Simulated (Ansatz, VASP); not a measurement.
# Sn in VASP and in Ansatz

File INCAR:

```
SYSTEM = Sn
PREC = Accurate
ENCUT = 520
EDIFF = 1E-6
ISMEAR = 0
SIGMA = 0.1
LREAL = .False.
LASPH = .True.
NELM = 100
ALGO = Normal
ISIF = 2
LWAVE = .False.
LCHARG = .False.
GGA = PE
IVDW = 12
NBANDS = 13
```

File KPOINTS:

```
Automatic mesh
0
Gamma
  8 8 8
  0 0 0
```

The input POSCAR:

```
Sn
1.0
   -1.6912200000      1.9546610000      2.1078700000
    1.6912200000     -1.9546610000      2.1078700000
    1.6912200000      1.9546610000     -2.1078700000
Sn
1
Direct
    0.0000000000      0.0000000000      0.0000000000
```

Input for Ansatz:

```yaml
crystal:
  lattice:
    - [-1.69122, 1.954661, 2.10787]
    - [1.69122, -1.954661, 2.10787]
    - [1.69122, 1.954661, -2.10787]
  atoms:
    - { symbol: Sn, position: [0.0, 0.0, 0.0] }
basis:
  ecutwfc: 420
kpoints:
  mp_grid: { grid: [8, 8, 8] }
hamiltonian:
  xc: pbe
  dispersion: d3bj
scf:
  occupations: { method: gaussian, width: 0.1 }
output:
  forces: true
  stress: true
  eigenvalues: true
```

This isn't the form of Sn at room conditions, which is tetragonal (white tin).

Alike in both runs: task single point; functional PBE; dispersion D3(BJ); k mesh 8 × 8 × 8; occupations gaussian, width 0.1 eV; no spin polarisation.

|  | VASP | Ansatz |
| --- | --- | --- |
| version | VASP 6.6.1 | Ansatz 0.2.0 |
| potentials or method | VASP PAW PBE potentials, release 64 (Sn_d) | scalar-relativistic, plane waves, PAW |
| plane-wave cutoff (eV) | 520 | 420 |
| valence electrons in the cell | 14 | 14 |

```tsv
	VASP	Ansatz	Ansatz less VASP
gap on the k mesh at the Fermi level (eV)	none	none	-
pressure (GPa)	-2.4	-2.4	+0.03
largest component of the traceless stress (GPa)	0.86	0.86	-0.005
```

A gap of «none» marks a metal or a gap that the smearing closes.

Caveats: pairwise dispersion overbinds metals, which lowers pressure and volume.
